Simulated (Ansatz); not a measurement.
Polymorphs of Al4Cu

The calculation used Ansatz, DFT PBE, scalar-relativistic, plane waves, PAW. All cells share a 420 eV cutoff and Γ-centred k meshes spaced at most about 0.3 Å⁻¹ (about 0.25 or finer for metals, 2π included). No spin polarisation.

Energies over the elements count from the elements' standard structures at the same level, with no fitted energy shifts.

Temperature and zero-point effects are left out. Larger cells and other orderings weren't all tried, so the list isn't exhaustive. The k mesh leaves some 4 meV/atom of noise in the energy of each metallic cell.

Invented guesses were relaxed alike, and ends that match in structure were merged. ΔE counts from the first row. Coordination counts all near atoms (those within 1.25 times the shortest distance at each site; a plus sign parts nearer from farther groups; a slash parts the counts of unlike sites). The ends were matched against large subsets of the Crystallography Open Database and the Materials Project, so a missing match doesn't prove that a structure is unreported.

```csv
#,reached from,type and space group,atoms,Å³/atom,coordination,ΔE (meV/atom),gap on mesh (eV),in databases,checks
1,Al and Cu ordered on bcc sites,I4/mmm (No. 139),5,15.3,"Al 12, Cu 12",0,0.00,no match,-
2,Al and Cu ordered on fcc sites,I4/m (No. 87),5,15.4,"Al 12, Cu 12",36,0.00,no match,no imaginary mode at Γ (other wave vectors untested)
3,Al and Cu ordered on hcp sites,P-6m2 (No. 187),10,15.5,"Al 12, Cu 12",52,0.00,no match,-
4,Al and Cu ordered on hcp sites,P6_3/mmc (No. 194),10,15.5,"Al 12, Cu 12",60,0.00,no match,-
5,CrB4 type (Immm),Immm (No. 71),5,17.2,"Al 8, Cu 10",97,0.00,no match,-
6,OsCl4 type (Cmmm),Cmmm (No. 65),5,17.5,"Al 1+6/8, Cu 8",162,0.00,no match,-
7,Hg4Pt type (Im-3m),Im-3m (No. 229),5,18.3,"Al 2+6, Cu 8",209,0.00,no match,-
8,random cell,F-43m (No. 216),5,20.4,"Al 6+3, Cu 12",511,0.00,no match,-
9,random cell,P6/mmm (No. 191),5,23.4,"Al 6/2+6, Cu 2",637,0.00,no match,-
10,SO4 type (F-43m),F-43m (No. 216),5,37.8,"Al 1+3, Cu 4",903,0.00,no match,-
```

The lowest: Space group I4/mmm (No. 139), tetragonal, a = 2.833 Å, c = 19.113 Å. Al on its first site is surrounded by 4 Cu at 2.62 Å, 8 Al at 2.83–2.88 Å and 1 Al at 3.37 Å; Al on its second site is surrounded by 12 Al at 2.83–2.88 Å; around Cu lie 8 Al at 2.62 Å and 4 Cu at 2.83 Å. Its energy over the elements is −0.07 eV/atom. It lies below the elements, which doesn't yet make it stable against other compounds or structures. An observed structure of this formula, if there is one, may be missing.

```
CELL_PARAMETERS angstrom
-1.41658 1.41658 9.55633
1.41658 -1.41658 9.55633
1.41658 1.41658 -9.55633
ATOMIC_POSITIONS crystal
Al 0.58803 0.58803 0.00000
Al 0.19607 0.19607 0.00000
Al 0.80393 0.80393 0.00000
Al 0.41197 0.41197 0.00000
Cu 0.00000 0.00000 0.00000
```

The second: Space group I4/m (No. 87), tetragonal, a = 6.222 Å, c = 3.988 Å. Al has 9 Al at 2.75–2.83 Å and 3 Cu at 2.75–2.80 Å; Cu is surrounded by 12 Al at 2.75–2.80 Å. Counting all near atoms, the first and the second both have Al 12, Cu 12. Shaken at random and relaxed again, row 1 came back. Cells without such a test can be saddle points.

```cif
data_structure
_symmetry_space_group_name_H-M 'I4/m'
_symmetry_Int_Tables_number 87
_cell_length_a 6.2218
_cell_length_b 6.2218
_cell_length_c 3.9883
_cell_angle_alpha 90.000
_cell_angle_beta 90.000
_cell_angle_gamma 90.000
_cell_volume 154.39
loop_
_atom_site_label
_atom_site_type_symbol
_atom_site_symmetry_multiplicity
_atom_site_Wyckoff_symbol
_atom_site_fract_x
_atom_site_fract_y
_atom_site_fract_z
_atom_site_occupancy
Al1 Al 8 h 0.79832 0.39409 0.50000 1
Cu1 Cu 2 b 0.00000 0.00000 0.50000 1
```

Some candidate types were left out of the draw beforehand, so a known form may be missing.
